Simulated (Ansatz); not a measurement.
# CoO (Fm-3m) in Ansatz: settings compared

One crystal, CoO, is run at these levels: PBEsol+D3(BJ)+ATM, LDA+U; tasks: density of states, single point.

Program: Ansatz 0.2.0. These are calculated values, not measurements. Logs are shortened: lines on timing, memory, paths and dates and some standing lists are left out, and cuts for length are marked.

## 1. The structure

Symmetry: Fm-3m, No. 225, cubic system. Conventional cell: a = 4.263 Å, b = 4.263 Å, c = 4.263 Å, α = 90.00°, β = 90.00°, γ = 90.00°. Co (site symmetry m-3m) is surrounded by 6 O at 2.13 Å. Around O (site symmetry m-3m) lie 6 Co at 2.13 Å.

## 2. Density of states, PBEsol+D3(BJ)+ATM, collinear spin, ferromagnetic start

The input, run.py:

```python
import json

import ase.io
import numpy as np
import spglib

import ansatz as az

atoms = ase.io.read("CoO.cif")
cell, frac, numbers = spglib.find_primitive((atoms.cell[:], atoms.get_scaled_positions(), atoms.numbers), symprec=1e-5)
atoms = ase.Atoms(numbers, cell=cell, scaled_positions=frac, pbc=True)
atoms.set_initial_magnetic_moments([2.0, 0.0])

calculation = (
    az.Crystal.from_ase(atoms)
    .calculation()
    .kpoints(11, 11, 11)
    .functional("pbesol", dispersion="d3bjatm")
    .pseudopotentials(kind="nc", accuracy="stringent", xc_functional="pbesol")
    .spin("collinear")
    .scf(algorithm="direct_min", extra_bands=6)
    .occupations(method="fermi_dirac", width=0.025)
    .density_of_states(energy_step=0.05, projected=False, nscf_kmesh=(17, 17, 17))
    .forces()
    .stress()
    .band_table(publish=True)
)
outcome = calculation.run(threads=2, events_out="events.jsonl")

report = outcome.report
for line in open("events.jsonl"):
    event = json.loads(line)
    if event["event"] == "scf_iter":
        d = event["data"]
        print(f"SCF {d['iter']:3d}  HF = {d['harris_foulkes_ev']:.6f} eV  dr2 = {d['dr2_ev']:.2e} eV")
    elif event["event"] in ("relax_step", "md_step"):
        d = event["data"]
        print(f"{event['event']} {d['step']:3d}  E = {d['lagrangian_ev']:.6f} eV")
np.set_printoptions(precision=5, suppress=True, linewidth=110)
print("converged:", report["converged"], "after", report["n_iterations"], "iterations")
print(f"free energy {report['free_energy_ev']:.6f} eV, Fermi level {report['fermi_energy_ev']:.4f} eV")
for key in ("band_edges_ev", "magnetization_mub", "site_moments_mub", "site_moments_nc_mub", "forces_ev_ang",
                "stress_gpa"):
    if report.get(key) is not None:
        print(key, np.array(report[key]), sep="\n")
```

The input, CoO.cif:

```cif
data_CoO
_cell_length_a 4.26300000
_cell_length_b 4.26300000
_cell_length_c 4.26300000
_cell_angle_alpha 90.00000000
_cell_angle_beta 90.00000000
_cell_angle_gamma 90.00000000
_space_group_name_H-M_alt 'Fm-3m'
_space_group_name_Hall '-F 4 2 3'
_space_group_IT_number 225
loop_
_space_group_symop_operation_xyz
'x,y,z'
'-x,-y,-z'
'-y,x,z'
'y,-x,-z'
'-x,-y,z'
'x,y,-z'
'y,-x,z'
'-y,x,-z'
'x,-y,-z'
'-x,y,z'
'-y,-x,-z'
'y,x,z'
'-x,y,-z'
'x,-y,z'
'y,x,-z'
'-y,-x,z'
'z,x,y'
'-z,-x,-y'
'z,-y,x'
'-z,y,-x'
'z,-x,-y'
'-z,x,y'
'z,y,-x'
'-z,-y,x'
'-z,x,-y'
'z,-x,y'
'-z,-y,-x'
'z,y,x'
'-z,-x,y'
'z,x,-y'
'-z,y,x'
'z,-y,-x'
'y,z,x'
'-y,-z,-x'
'x,z,-y'
'-x,-z,y'
'-y,z,-x'
'y,-z,x'
'-x,z,y'
'x,-z,-y'
'-y,-z,x'
'y,z,-x'
'-x,-z,-y'
'x,z,y'
'y,-z,-x'
'-y,z,x'
'x,-z,y'
'-x,z,-y'
'x,y+1/2,z+1/2'
'-x,-y+1/2,-z+1/2'
'-y,x+1/2,z+1/2'
'y,-x+1/2,-z+1/2'
[... 63 lines left out ...]
'-z+1/2,y,-x+1/2'
'z+1/2,-x,-y+1/2'
'-z+1/2,x,y+1/2'
'z+1/2,y,-x+1/2'
'-z+1/2,-y,x+1/2'
'-z+1/2,x,-y+1/2'
'z+1/2,-x,y+1/2'
'-z+1/2,-y,-x+1/2'
'z+1/2,y,x+1/2'
'-z+1/2,-x,y+1/2'
'z+1/2,x,-y+1/2'
'-z+1/2,y,x+1/2'
'z+1/2,-y,-x+1/2'
'y+1/2,z,x+1/2'
'-y+1/2,-z,-x+1/2'
'x+1/2,z,-y+1/2'
'-x+1/2,-z,y+1/2'
'-y+1/2,z,-x+1/2'
'y+1/2,-z,x+1/2'
'-x+1/2,z,y+1/2'
'x+1/2,-z,-y+1/2'
'-y+1/2,-z,x+1/2'
'y+1/2,z,-x+1/2'
'-x+1/2,-z,-y+1/2'
'x+1/2,z,y+1/2'
'y+1/2,-z,-x+1/2'
'-y+1/2,z,x+1/2'
'x+1/2,-z,y+1/2'
'-x+1/2,z,-y+1/2'
'x+1/2,y+1/2,z'
'-x+1/2,-y+1/2,-z'
'-y+1/2,x+1/2,z'
'y+1/2,-x+1/2,-z'
'-x+1/2,-y+1/2,z'
'x+1/2,y+1/2,-z'
'y+1/2,-x+1/2,z'
'-y+1/2,x+1/2,-z'
'x+1/2,-y+1/2,-z'
'-x+1/2,y+1/2,z'
'-y+1/2,-x+1/2,-z'
'y+1/2,x+1/2,z'
'-x+1/2,y+1/2,-z'
'x+1/2,-y+1/2,z'
'y+1/2,x+1/2,-z'
'-y+1/2,-x+1/2,z'
'z+1/2,x+1/2,y'
'-z+1/2,-x+1/2,-y'
'z+1/2,-y+1/2,x'
'-z+1/2,y+1/2,-x'
'z+1/2,-x+1/2,-y'
'-z+1/2,x+1/2,y'
'z+1/2,y+1/2,-x'
'-z+1/2,-y+1/2,x'
'-z+1/2,x+1/2,-y'
'z+1/2,-x+1/2,y'
'-z+1/2,-y+1/2,-x'
'z+1/2,y+1/2,x'
'-z+1/2,-x+1/2,y'
'z+1/2,x+1/2,-y'
'-z+1/2,y+1/2,x'
'z+1/2,-y+1/2,-x'
'y+1/2,z+1/2,x'
'-y+1/2,-z+1/2,-x'
'x+1/2,z+1/2,-y'
'-x+1/2,-z+1/2,y'
'-y+1/2,z+1/2,-x'
'y+1/2,-z+1/2,x'
'-x+1/2,z+1/2,y'
'x+1/2,-z+1/2,-y'
'-y+1/2,-z+1/2,x'
'y+1/2,z+1/2,-x'
'-x+1/2,-z+1/2,-y'
'x+1/2,z+1/2,y'
'y+1/2,-z+1/2,-x'
'-y+1/2,z+1/2,x'
'x+1/2,-z+1/2,y'
'-x+1/2,z+1/2,-y'
loop_
_atom_site_label
_atom_site_type_symbol
_atom_site_symmetry_multiplicity
_atom_site_Wyckoff_symbol
_atom_site_fract_x
_atom_site_fract_y
_atom_site_fract_z
_atom_site_occupancy
Co1 Co 4 a 0.0000000000 0.0000000000 0.0000000000 1
O1 O 4 b 0.5000000000 0.0000000000 0.0000000000 1
```

Potentials or basis: PseudoDojo PBEsol stringent.

On the command line:

```sh
python run.py
```

Standard output:

```text
DeckWarning: basis.ecutwfc = 1414.992085 eV, auto-derived from the records' recommended cutoffs: set by Co (normal level)
PlacementWarning: RAYON_NUM_THREADS=2 ignored (pool sized by the plan → 2); use plan(threads=…)
RunWarning: dispersion: an atom stands within reach of a switch of its C6 between two reference coordination numbers of its element: through that C6 alone, e_disp changes by 0.025 eV or more while the distances to its neighbours run over a stretch of 0.05 Å that contains this geometry (sites counted from 0 in the run's list of atoms or, in a supercell that it derives, in that cell's: here a list of 2) — site 0 (Co): coordination [...]
SCF   1  HF = -4637.398274 eV  dr2 = 4.00e+01 eV
SCF   2  HF = -4633.597218 eV  dr2 = 1.50e+00 eV
SCF   3  HF = -4633.591850 eV  dr2 = 5.60e-01 eV
SCF   4  HF = -4633.589547 eV  dr2 = 2.60e-02 eV
SCF   5  HF = -4633.597753 eV  dr2 = 3.35e-03 eV
SCF   6  HF = -4633.602575 eV  dr2 = 4.41e-03 eV
SCF   7  HF = -4633.602450 eV  dr2 = 1.34e-03 eV
SCF   8  HF = -4633.602283 eV  dr2 = 3.90e-04 eV
SCF   9  HF = -4633.602275 eV  dr2 = 2.16e-05 eV
SCF  10  HF = -4633.602275 eV  dr2 = 5.64e-08 eV
SCF  11  HF = -4633.602275 eV  dr2 = 2.99e-10 eV
SCF  12  HF = -4633.602275 eV  dr2 = 2.84e-10 eV
converged: True after 12 iterations
free energy -4633.602275 eV, Fermi level 13.9465 eV
magnetization_mub
2.994972885617326
site_moments_mub
[2.52137 0.36381]
forces_ev_ang
[[-0.  0.  0.]
 [ 0.  0. -0.]]
stress_gpa
[[-13.8844   0.      -0.    ]
 [ -0.     -13.8844  -0.    ]
 [ -0.      -0.     -13.8844]]
```

dos.tsv:

```text
# E-E_F[eV]	g_bin_mean(E)[states/eV]	N(E)	g_bin_mean_up(E)	g_bin_mean_dn(E)	N_up(E)	N_dn(E)
# format = ansatz-dos/2
# fermi_ev = 13.944572
# fermi_mp_grid = 17 17 17
# fermi_mp_shift = 0 0 0
# nscf_kmesh_grid = 17 17 17
# nscf_kmesh_shift = 0 0 0
# tetrahedron_fermi_ev = 13.941358
# g_bin_mean(E): the states in a bin one row spacing wide, centred on E, divided by that spacing. States that the method places at a single energy (under output.dos.method: tetrahedron, those of a tetrahedron whose four corners have one energy) are counted whole in the row whose bin holds that energy (on the edge of two bins, in the lower row). The sum of g_bin_mean over a run of rows, times the row spacing, is the number of states from half a spacing under the first of them to half a spacing over the last (a plain sum, not the trapezoid rule).
-97.023722	0.000000e0	0.000000e0	0.000000e0	0.000000e0	0.000000e0	0.000000e0
-96.973722	0.000000e0	0.000000e0	0.000000e0	0.000000e0	0.000000e0	0.000000e0
-96.923722	0.000000e0	0.000000e0	0.000000e0	0.000000e0	0.000000e0	0.000000e0
-96.873722	0.000000e0	0.000000e0	0.000000e0	0.000000e0	0.000000e0	0.000000e0
-96.823722	0.000000e0	0.000000e0	0.000000e0	0.000000e0	0.000000e0	0.000000e0
-96.773722	0.000000e0	0.000000e0	0.000000e0	0.000000e0	0.000000e0	0.000000e0
[... 2388 lines left out ...]
22.676278	0.000000e0	3.600000e1	0.000000e0	0.000000e0	1.800000e1	1.800000e1
22.726278	0.000000e0	3.600000e1	0.000000e0	0.000000e0	1.800000e1	1.800000e1
```

engine_input.yaml:

```text
crystal:
  lattice:
    - [0.0, 2.1315, 2.1315]
    - [2.1315, 0.0, 2.1315]
    - [2.1315, 2.1315, 0.0]
  atoms:
    - { symbol: Co, position: [0.0, 0.0, 0.0], spin: 2.0 }
    - { symbol: O, position: [0.5, 0.5, 0.5], spin: 0.0 }
kpoints:
  mp_grid:
    grid: [11, 11, 11]
hamiltonian:
  xc: pbesol
  dispersion: d3bjatm
  pseudopotentials:
    kind: nc
    accuracy: stringent
    xc_functional: pbesol
magnetization:
  spin_polarized: true
scf:
  algorithm: direct_min
  n_extra_bands: 6
  occupations:
    method: fermi_dirac
    width: 0.025
output:
  dos:
    de: 0.05
    projected: false
    nscf_kmesh:
      grid: [17, 17, 17]
  forces: true
  stress: true
  eigenvalues: true
```

Run time: 20 s. Hardware: 2 threads of Arm Neoverse V2, shared host; peak memory 0.77 GiB.

Results:

- Free energy: -4633.6023 eV
- Pressure: -13.9 GPa
- Band gap on the k mesh: none (metal or under the smearing width)
- Net moment: 2.99 μB per cell
- Absolute moment: 3.01 μB per cell
- Site moments: Co +2.52; O +0.36 μB
- Density of states at the Fermi level: 3.15 states/eV per cell

Levels at points of the mesh, in eV from the Fermi level:
Spin up:
| k point | band 10 | band 11 | band 12 | band 13 | band 14 | band 15 | band 16 | band 17 |
| --- | --- | --- | --- | --- | --- | --- | --- | --- |
| (0.00, 0.00, 0.00) | -3.29 | -3.19 | -3.19 | -3.19 | 0.78 | 16.47 | 17.79 | 17.79 |
Spin down:
| k point | band 7 | band 8 | band 9 | band 10 | band 11 | band 12 | band 13 | band 14 |
| --- | --- | --- | --- | --- | --- | --- | --- | --- |
| (0.00, 0.00, 0.00) | -2.64 | -2.64 | -1.10 | -1.10 | -1.10 | -0.17 | -0.17 | 1.31 |

States per cell in windows of 1 eV (zero at the Fermi level; states under -8 eV left out):
```tsv
from (eV)	up	down
-8.0	0.60	0.12
-7.0	0.75	0.72
-6.0	1.29	0.46
-5.0	0.32	1.35
-4.0	0.38	0.33
-3.0	2.53	0.02
-2.0	1.42	0.29
-1.0	0.68	1.56
0.0	0.00	1.83
1.0	0.01	0.94
2.0	0.03	0.40
3.0	0.06	0.04
4.0	0.12	0.07
5.0	0.24	0.17
6.0	0.30	0.27
7.0	0.23	0.27
```

Caveat: a cell with one magnetic atom can't hold antiferromagnetic order, which such compounds often take; semilocal functionals often make such compounds metallic where correlation or magnetic order opens a gap, which also shifts bond lengths; pairwise dispersion overbinds metals, which lowers pressure and volume.

## 3. Single point, LDA+U, collinear spin, ferromagnetic start (cell strained at random at fixed volume)

run.py: that of step 2 with these lines changed.

```diff
@@ -4,3 +4,2 @@
 import numpy as np
-import spglib
 
@@ -9,4 +8,3 @@
 atoms = ase.io.read("CoO.cif")
-cell, frac, numbers = spglib.find_primitive((atoms.cell[:], atoms.get_scaled_positions(), atoms.numbers), symprec=1e-5)
-atoms = ase.Atoms(numbers, cell=cell, scaled_positions=frac, pbc=True)
+atoms.info.pop("occupancy", None)
 atoms.set_initial_magnetic_moments([2.0, 0.0])
@@ -16,9 +14,9 @@
     .calculation()
-    .kpoints(11, 11, 11)
-    .functional("pbesol", dispersion="d3bjatm")
-    .pseudopotentials(kind="nc", accuracy="stringent", xc_functional="pbesol")
+    .kpoints(8, 8, 8)
+    .functional("lda")
+    .pseudopotentials(kind="paw")
+    .hubbard(projectors="ortho-atomic", double_counting="amf")
+    .hubbard("Co", "d", u_eff=3.5)
     .spin("collinear")
-    .scf(algorithm="direct_min", extra_bands=6)
-    .occupations(method="fermi_dirac", width=0.025)
-    .density_of_states(energy_step=0.05, projected=False, nscf_kmesh=(17, 17, 17))
+    .occupations(method="methfessel_paxton", width=0.025)
     .forces()
```

The input, CoO.cif:

```cif
data_CoO
_cell_length_a 2.99652594
_cell_length_b 3.05703619
_cell_length_c 3.00911116
_cell_angle_alpha 60.28803163
_cell_angle_beta 59.61430697
_cell_angle_gamma 59.28330832
_space_group_name_H-M_alt 'P1'
_space_group_name_Hall 'P 1'
_space_group_IT_number 1
loop_
_space_group_symop_operation_xyz
'x,y,z'
loop_
_atom_site_label
_atom_site_type_symbol
_atom_site_symmetry_multiplicity
_atom_site_Wyckoff_symbol
_atom_site_fract_x
_atom_site_fract_y
_atom_site_fract_z
_atom_site_occupancy
Co1 Co 1 a 0.0000000000 0.0000000000 0.0000000000 1
O1 O 1 a 0.5000000000 0.5000000000 0.5000000000 1
```

Potentials or basis: Ansatz PAW.

On the command line:

```sh
python run.py
```

It took 55 s on 2 threads of Arm Neoverse V2, shared host; peak memory 0.89 GiB.

Results (log left out):

```
Free energy            : -5617.7302 eV
Pressure               : -17.4 GPa
Band gap on the k mesh : none (metal or under the smearing width)
Net moment             : 1.00 μB per cell
Absolute moment        : 1.52 μB per cell
Site moments           : Co +0.85; O +0.11 μB
```

Stress tensor (GPa, compression positive):
```
-17.77   3.02  -6.03
  3.02 -16.90   3.06
 -6.03   3.06 -17.56
```

Levels at points of the mesh, in eV from the Fermi level:
Spin up:
```tsv
k point	band 9	band 10	band 11	band 12	band 13	band 14	band 15	band 16
(0.00, 0.00, 0.00)	-3.28	-3.24	-3.23	-3.11	-0.01	0.81	16.30	17.41
(0.00, 0.00, -0.50)	-2.59	-2.09	-1.39	-0.01	1.84	4.74	9.08	12.62
(0.00, -0.50, 0.00)	-2.80	-2.53	-1.88	-0.08	2.10	4.78	8.93	13.13
(0.00, -0.50, -0.50)	-4.24	-3.07	-2.75	-2.23	0.76	5.51	9.55	11.42
(-0.50, 0.00, 0.00)	-2.54	-2.01	-1.42	0.00	1.87	4.61	9.33	12.37
(-0.50, 0.00, -0.50)	-4.28	-3.29	-2.24	-2.19	0.35	5.50	9.57	11.38
(-0.50, -0.50, 0.00)	-4.29	-3.05	-2.72	-2.19	0.72	5.52	9.38	11.56
(-0.50, -0.50, -0.50)	-2.80	-2.51	-1.83	-0.07	2.11	4.70	9.06	12.79
```
Spin down:
| k point | band 7 | band 8 | band 9 | band 10 | band 11 | band 12 | band 13 | band 14 | band 15 | band 16 |
| --- | --- | --- | --- | --- | --- | --- | --- | --- | --- | --- |
| (0.00, 0.00, 0.00) | -3.43 | -3.27 | -3.11 | -3.07 | -2.85 | 0.09 | 0.45 | 1.01 | 16.32 | 17.60 |
| (0.00, 0.00, -0.50) | -5.09 | -4.88 | -2.66 | -2.23 | -1.75 | 2.30 | 2.72 | 4.79 | 9.39 | 12.99 |
| (0.00, -0.50, 0.00) | -5.86 | -4.81 | -2.17 | -1.99 | -1.37 | 1.97 | 2.67 | 4.98 | 9.13 | 13.39 |
| (0.00, -0.50, -0.50) | -4.43 | -4.33 | -4.16 | -2.80 | -2.20 | 0.77 | 1.18 | 5.80 | 9.72 | 11.65 |
| (-0.50, 0.00, 0.00) | -5.11 | -5.03 | -2.65 | -2.19 | -1.68 | 2.33 | 2.75 | 4.66 | 9.64 | 12.68 |
| (-0.50, 0.00, -0.50) | -4.43 | -4.34 | -4.10 | -2.20 | -2.17 | 0.46 | 0.92 | 5.76 | 9.69 | 11.65 |
| (-0.50, -0.50, 0.00) | -4.39 | -4.31 | -4.22 | -2.84 | -2.15 | 0.71 | 1.25 | 5.80 | 9.58 | 11.78 |
| (-0.50, -0.50, -0.50) | -5.91 | -4.83 | -2.16 | -1.93 | -1.40 | 1.99 | 2.69 | 4.90 | 9.25 | 13.03 |

Eigenvalues of the final occupation matrices:
```csv
site,spin,trace,eigenvalues
site 1,1,4.13,0.16 0.99 0.99 1.00 1.00
site 1,2,3.28,0.15 0.15 0.99 1.00 1.00
```

Caveat: the magnetic or orbital state may not be the lowest; the pressure holds a Pulay correction of +0.9 GPa for the finite cutoff; a cell with one magnetic atom can't hold antiferromagnetic order, which such compounds often take. The state reached can hang on the start; a lower one may exist.
